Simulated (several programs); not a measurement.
## Many methods on one cell: PbTe (Fm-3m)

Measured values to be reproduced:
- volume: 33.61 Å³ an atom (from the lattice constants; cubic lattice constant a at 250 K; 250 K; “Correlated local dipoles in PbTe”; 2017; arxiv:1709.02863)

PbTe (started from an entry of an open crystallographic database), relaxed with r2SCAN in Ansatz, was computed with several methods. The symmetry is Fm-3m (No. 225, cubic); conventional cell a = 6.536 Å, 34.90 Å³ an atom. Te has 6 Pb at 3.27 Å; Pb has 6 Te at 3.27 Å. Spin-unpolarised throughout.

```yaml
crystal:
  lattice:
    - [0.00000, 3.26786, 3.26786]
    - [3.26786, 0.00000, 3.26786]
    - [3.26786, 3.26786, 0.00000]
  atoms:
    - { symbol: Te, position: [0.50000, 0.50000, 0.50000] }
    - { symbol: Pb, position: [0.00000, 0.00000, 0.00000] }
```

Gaps and times are for a single point on this cell; volume and bulk modulus come from each method's own relaxation or energy curve at fixed shape. Times are rough, from shared hosts (Arm Neoverse N1; Arm Neoverse V2; Intel Xeon 6975P-C), and each method has its own mesh and cell size. A star marks a curve whose lowest point is an end point. PM6 (MOPAC), PM7 (MOPAC), GFN1-xTB (tblite), GFN2-xTB (tblite) treat a cluster of cells at its zone centre, which samples few k points: where these miss a band edge, the gap comes out too large for that reason alone. Gaps from k meshes are read at a limited set of points (mesh, symmetry points, PBE's band edges), so each method's own least gap may be somewhat smaller. xTB and the PM methods were fitted mostly to molecules, and can miss a solid's gap by electronvolts. Minimal bases can be far off for gaps. Times of the plane-wave ladder aren't listed, since it ran on unlike processors and cards. GLLB-SC's gap includes the derivative discontinuity. G0W0 is at finite bands, cutoff and mesh. d marks a direct gap, i an indirect one (no mark: not told apart), a dash a value that wasn't computed or didn't pass its checks.

```json
{"method": "PBEsol", "kind": "semilocal", "gap (eV)": "–", "own volume (Å³/atom)": "33.44", "bulk modulus (GPa)": "–", "atoms computed": "2", "processor time": "–"}
{"method": "light PBE (260 eV and a coarse mesh)", "kind": "light plane-wave", "gap (eV)": "0.81 d", "own volume (Å³/atom)": "–", "bulk modulus (GPa)": "–", "atoms computed": "2", "processor time": "1.6 s"}
{"method": "LDA", "kind": "semilocal", "gap (eV)": "0.71 d", "own volume (Å³/atom)": "32.49", "bulk modulus (GPa)": "–", "atoms computed": "2", "processor time": "–"}
{"method": "GFN1-xTB (tblite)", "kind": "tight binding", "gap (eV)": "0.47", "own volume (Å³/atom)": "31.12*", "bulk modulus (GPa)": "95*", "atoms computed": "cluster", "processor time": "2.7 s"}
{"method": "PM6 (MOPAC)", "kind": "semi-empirical", "gap (eV)": "3.17", "own volume (Å³/atom)": "–", "bulk modulus (GPa)": "–", "atoms computed": "cluster", "processor time": "3.8 s"}
{"method": "PM7 (MOPAC)", "kind": "semi-empirical", "gap (eV)": "6.14", "own volume (Å³/atom)": "–", "bulk modulus (GPa)": "–", "atoms computed": "cluster", "processor time": "4.6 s"}
{"method": "PBE/single zeta (GPAW)", "kind": "small basis", "gap (eV)": "0.79 d", "own volume (Å³/atom)": "–", "bulk modulus (GPa)": "–", "atoms computed": "2", "processor time": "5.3 s"}
{"method": "PBE", "kind": "semilocal", "gap (eV)": "0.80 d", "own volume (Å³/atom)": "35.48", "bulk modulus (GPa)": "39", "atoms computed": "2", "processor time": "–"}
{"method": "GFN2-xTB (tblite)", "kind": "tight binding", "gap (eV)": "1.08", "own volume (Å³/atom)": "–", "bulk modulus (GPa)": "–", "atoms computed": "cluster", "processor time": "5.8 s"}
{"method": "PBE/SZV (CP2K)", "kind": "small basis", "gap (eV)": "0.94 d", "own volume (Å³/atom)": "36.49", "bulk modulus (GPa)": "43", "atoms computed": "2", "processor time": "8.6 s"}
{"method": "PBE+SOC", "kind": "semilocal", "gap (eV)": "0.02 d", "own volume (Å³/atom)": "–", "bulk modulus (GPa)": "–", "atoms computed": "2", "processor time": "–"}
{"method": "r2SCAN", "kind": "semilocal", "gap (eV)": "1.09 d", "own volume (Å³/atom)": "34.90", "bulk modulus (GPa)": "42", "atoms computed": "2", "processor time": "–"}
{"method": "PBE/DZVP (CP2K)", "kind": "small basis", "gap (eV)": "0.78 d", "own volume (Å³/atom)": "35.42", "bulk modulus (GPa)": "39", "atoms computed": "2", "processor time": "20 s"}
{"method": "GLLB-SC (GPAW)", "kind": "model potential", "gap (eV)": "1.52", "own volume (Å³/atom)": "–", "bulk modulus (GPa)": "–", "atoms computed": "2", "processor time": "21 s"}
{"method": "G0W0@r2SCAN (180 eV screening cutoff)", "kind": "many-body", "gap (eV)": "1.22", "own volume (Å³/atom)": "–", "bulk modulus (GPa)": "–", "atoms computed": "2", "processor time": "–"}
{"method": "G0W0@PBE (260 eV screening cutoff)", "kind": "many-body", "gap (eV)": "1.13", "own volume (Å³/atom)": "–", "bulk modulus (GPa)": "–", "atoms computed": "2", "processor time": "–"}
{"method": "G0W0@LDA (140 eV screening cutoff)", "kind": "many-body", "gap (eV)": "1.01", "own volume (Å³/atom)": "–", "bulk modulus (GPa)": "–", "atoms computed": "2", "processor time": "–"}
{"method": "G0W0@HSE06 (180 eV screening cutoff)", "kind": "many-body", "gap (eV)": "1.26", "own volume (Å³/atom)": "–", "bulk modulus (GPa)": "–", "atoms computed": "2", "processor time": "–"}
{"method": "G0W0@PBE0 (180 eV screening cutoff)", "kind": "many-body", "gap (eV)": "1.36", "own volume (Å³/atom)": "–", "bulk modulus (GPa)": "–", "atoms computed": "2", "processor time": "–"}
{"method": "PBE0", "kind": "hybrid", "gap (eV)": "1.75 d", "own volume (Å³/atom)": "–", "bulk modulus (GPa)": "–", "atoms computed": "2", "processor time": "–"}
{"method": "HSE06", "kind": "hybrid", "gap (eV)": "1.20 d", "own volume (Å³/atom)": "34.62", "bulk modulus (GPa)": "–", "atoms computed": "2", "processor time": "–"}
{"method": "Hartree-Fock", "kind": "exact exchange", "gap (eV)": "5.41 d", "own volume (Å³/atom)": "–", "bulk modulus (GPa)": "–", "atoms computed": "2", "processor time": "–"}
{"method": "r2SCANh", "kind": "hybrid", "gap (eV)": "1.43 d", "own volume (Å³/atom)": "–", "bulk modulus (GPa)": "–", "atoms computed": "2", "processor time": "–"}
{"method": "DDH-PBE0", "kind": "hybrid", "gap (eV)": "0.93 d", "own volume (Å³/atom)": "–", "bulk modulus (GPa)": "–", "atoms computed": "2", "processor time": "–"}
{"method": "HSE06+SOC", "kind": "hybrid", "gap (eV)": "0.27 d", "own volume (Å³/atom)": "–", "bulk modulus (GPa)": "–", "atoms computed": "2", "processor time": "–"}
```

Against HSE06 (1.20 eV) and with closed or daggered gaps left aside, the nearest gap at the points sampled is that of G0W0@r2SCAN (180 eV screening cutoff) (+0.02 eV) and the farthest that of PM7 (MOPAC) (+4.94 eV). HSE06 is only a yardstick of convenience, and nearness to it can be luck.

Volumes against r2SCAN's: PBEsol -4.2 %, LDA -6.9 %, PBE +1.7 %, PBE/SZV (CP2K) +4.6 %, PBE/DZVP (CP2K) +1.5 %, HSE06 -0.8 %.

Comparison with experiment:
- Volume, measured 33.61 Å³ an atom: PBEsol -0.5 %, LDA -3.4 %, PBE +5.6 %, PBE/SZV (CP2K) +8.6 %, r2SCAN +3.8 %, PBE/DZVP (CP2K) +5.4 %, HSE06 +3.0 %.
The calculations are for a static lattice; samples hold vibrations, temperature and, in optical gaps, excitons. A measured value is shown where most reports agree with it, and only for the quantities listed.

Only the rows marked +SOC include spin-orbit coupling.
